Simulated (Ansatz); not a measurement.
# Si(111) with Br on 25 % of the top atoms and H on the rest: bands and core levels, part 4 of 4

What would XPS and angle-resolved spectra of Si(111) with Br on 25 % of the top atoms and H on the rest look like?

Ansatz 0.2.0; DFT, PBE, plane-wave PAW, scalar-relativistic; PAW set soft_1.

So far, gap on the k-mesh (eV): step 2 (relaxation) 1.11; step 3 (layer-resolved bands, DOS and potential) 1.11.

### Step 7. Z+1 stand-in on atom 17

System of this step: Si23PH7Br. The cell holds 32 atoms: 1 Br, 7 H, 23 Si and 1 P. Cell: a = 7.679 Å, b = 7.679 Å, c = 24.774 Å, α = 90.0°, β = 90.0°, γ = 60.0°. It derives from Si. Regions: ad, 4 atoms (1 Br and 3 H); L1, 4 atoms (4 Si); L2, 4 atoms (4 Si); L3, 4 atoms (4 Si); mid, 4 atoms (1 P and 3 Si); rest, 12 atoms (8 Si and 4 H). Vacuum lies along c.

The same swap on atom 17.

File input.yaml:

```yaml
crystal:
  lattice:
    - [7.6791796437, 0.0, 0.0]
    - [3.8395898218, 6.6503646517, 0.0]
    - [0.0, 0.0, 24.7737769138]
  atoms:
    - { symbol: Br, position: [0.0, 0.0, 0.717528971] }
    - { symbol: H, position: [0.5004599934, -0.0009199868, 0.6883948844] }
    - { symbol: H, position: [-0.0009199868, 0.5004599934, 0.6883948844] }
    - { symbol: H, position: [0.5004599934, 0.5004599934, 0.6883948844] }
    - { symbol: Si, position: [0.0, 0.0, 0.6257931318] }
    - { symbol: Si, position: [0.4997074308, 0.0005851383, 0.6278022319] }
    - { symbol: Si, position: [0.0005851383, 0.4997074308, 0.6278022319] }
    - { symbol: Si, position: [0.4997074308, 0.4997074308, 0.6278022319] }
    - { symbol: Si, position: [0.8323515742, 0.3352968515, 0.5960583207] }
    - { symbol: Si, position: [0.3333333333, 0.3333333333, 0.5962947177] }
    - { symbol: Si, position: [0.8323515742, 0.8323515742, 0.5960583207] }
    - { symbol: Si, position: [0.3352968515, 0.8323515742, 0.5960583207] }
    - { symbol: Si, position: [0.8333932092, 0.3332135817, 0.5006033258] }
    - { symbol: Si, position: [0.3333333333, 0.3333333333, 0.500913478] }
    - { symbol: Si, position: [0.8333932092, 0.8333932092, 0.5006033258] }
    - { symbol: Si, position: [0.3332135817, 0.8333932092, 0.5006033258] }
    - { symbol: P, position: [0.1667771864, 0.1667771864, 0.4684389826] }
    - { symbol: Si, position: [0.6664456272, 0.1667771864, 0.4684389826] }
    - { symbol: Si, position: [0.1667771864, 0.6664456272, 0.4684389826] }
    - { symbol: Si, position: [0.6666666667, 0.6666666667, 0.4683563592] }
    - { symbol: Si, position: [0.1666666667, 0.1666666667, 0.373126513] }
    - { symbol: Si, position: [0.6666666667, 0.1666666667, 0.373126513] }
    - { symbol: Si, position: [0.1666666667, 0.6666666667, 0.373126513] }
    - { symbol: Si, position: [0.6666666667, 0.6666666667, 0.373126513] }
    - { symbol: Si, position: [0.0, 0.0, 0.341490118] }
    - { symbol: Si, position: [0.5, 0.0, 0.341490118] }
    - { symbol: Si, position: [0.0, 0.5, 0.341490118] }
    - { symbol: Si, position: [0.5, 0.5, 0.341490118] }
    - { symbol: H, position: [0.0, 0.0, 0.282556835] }
    - { symbol: H, position: [0.5, 0.0, 0.282556835] }
    - { symbol: H, position: [0.0, 0.5, 0.282556835] }
    - { symbol: H, position: [0.5, 0.5, 0.282556835] }
kpoints:
  mp_grid: { grid: [3, 3, 1] }
scf:
  occupations: { method: fermi_dirac, width: 0.02 }
  n_extra_bands: 25
hamiltonian:
  xc: pbe
  pseudopotentials: { kind: paw, azcp: { folder: soft_1 } }
output:
  forces: true
  write_potential: true
  volumetric_format: []
efield:
  axis: 3
  dipole_correction: true
```

Run with:

```console
ansatz run input.yaml --threads 4 --pin off --max-ram 11264MiB --backend cpu --events-out ev --progress --plain --runs-dir out
```

Numbers of over 12 decimals in the logs are rounded to 6 here.

The log of the run:

```text
[...]
Crystal: 32 atoms, lattice volume = 1265.181 Å³
Basis set: ecut = 420 eV, 24701 PW (Γ), exchange–correlation on 108×108×360 points (8 copies of the dense FFT grid, shifted against one another)
Bands: 81, of which v1, the nominal top of the filled ones, is band 56 counted from 1 (55 counted from 0)
Symmetry: 2 space group operations
[...]
k-point 1: bands = [... 52 lower, -1.5425, -1.3385, -0.8936, 0.6387, 1.2447, 1.4127, 1.4656, 1.5876, ... 21 higher]
  k-point 2: bands = [... 52 lower, -1.5218, -1.3400, -0.8922, 0.6455, 1.1714, 1.4587, 1.5484, 1.6006, ... 21 higher]
  k-point 3: bands = [... 52 lower, -1.7814, -1.6179, -1.5744, 1.6007, 1.6332, 1.8375, 2.0180, 2.1485, ... 21 higher]
[key lines of the parts left out:]
SCF converged after 15 iterations
Free energy (F): -18273.395007 eV
Fermi energy:    0.639142 eV
Dipole field:    D = -0.023279 V/Å  (p = -0.162760 e·Å, saw-weighted, corrected)
Work function:   Φ+ = 4.1371 eV   Φ− = 3.5604 eV
```

Elapsed: 14 s, on 4 threads of AMD EPYC 9B14 (Zen 4), shared host; peak memory 2.2 GiB; 49 s of CPU time.

This step gave:

| Item | Value |
| --- | --- |
| free energy | -18273.3950 eV |
| energy at zero smearing | -18273.3831 eV |
| smearing term TS | 0.02383 eV |
| Fermi energy | 0.6391 eV |

### Step 8. Shifts from the Z+1 runs

An atom with a screened core hole acts like the next element, so the difference of two such total energies is the shift between the two sites; positive is more bound. Shifts count from the last listed atom of each element.

```csv
atom,region,replaced by,shell meant,free energy (eV),shift (eV)
Si5,layer 1,P,2p,-18272.692,+0.70
Si8,layer 1,P,2p,-18273.237,+0.16
Si9,layer 2,P,2p,-18273.394,+0.00
Si17,middle,P,2p,-18273.395,+0.00
```

The stand-in's nearest image is 7.7 Å away. The method gives no absolute levels and the same shift for every shell of an atom.

### Step 9. Outcome

| Property | Result |
| --- | --- |
| ionisation potential | 5.16 eV (upper face; lower face 4.68 eV) |
| electron affinity (Kohn–Sham) | 4.05 eV (slab's lowest empty level against the upper vacuum) |
| Si core shifts among the listed atoms, from the last listed one | +0.00 to +0.70 eV |

In words: The valence top of Si(111) with Br on 25 % of the top atoms and H on the rest lies 5.16 eV (upper face; lower face 4.68 eV) below the vacuum and the lowest empty level 4.05 eV below the vacuum of the upper face. Only the strongest levels a point were stored, too few to count surface states. The upper face's value lies 0.48 eV above that of the hydrogen-covered lower face; the difference is the dipole step of the groups. Core shifts by the Z+1 route: Si +0.00 to +0.70 eV. Among the sites run, the most bound Si 2p level is that of Si5 (layer 1), bonded to 3 Si and 1 Br; the least bound, 0.70 eV shallower, that of Si17 (middle), tied with Si9, bonded to 4 Si. That is the order that electronegative neighbours give as a rule, though screening of the hole enters too. With the next element in place the extra electron enters the lowest empty band of the cell, and its attraction to the stand-in enters the order. At 21.2 eV the valence spectrum has its highest listed peaks within 10.8 eV at 2.5 eV (Br 4p) and 5.4 eV (mixed, H 1s leading). At 1486.7 eV the valence spectrum has its highest listed peaks within 13 eV at 2.4 eV (Br 4p), 6.5 eV (Si 3s) and 9.1 eV (Si 3s). The shell named is the one with most of the intensity, cross sections included, not always the one with most states there. In the main run, from 1486.7 eV towards hard X-rays the Br 4s share grows by 9 points, as its cross section falls more slowly with photon energy than those of the shells it gains on. The spectra rest on a 3×3×1 mesh, so closely spaced maxima can be ripples of the mesh. The slab's own atoms span 7.1 Å, so bulk bands appear as a few quantum-well levels, and states of the two faces can mix. The affinity uses the Kohn–Sham gap, which is too small, so the true affinity is lower and the true ionisation potential usually higher.

[Logs are printed without paths, hosts, clocks, repeated set-up lines and the standing remarks that a program may print on its own settings, such as how far it seeks lower states.]

[Hosts, paths, dates, database ids (printed as entryN), source tags and the programs' standing remarks are cut or masked in the printed files.]

[Maps of the electrostatic potential energy from Ansatz leave out the sawtooth potential of an applied field or a dipole correction, so their vacuum need not be flat; work functions include it.]
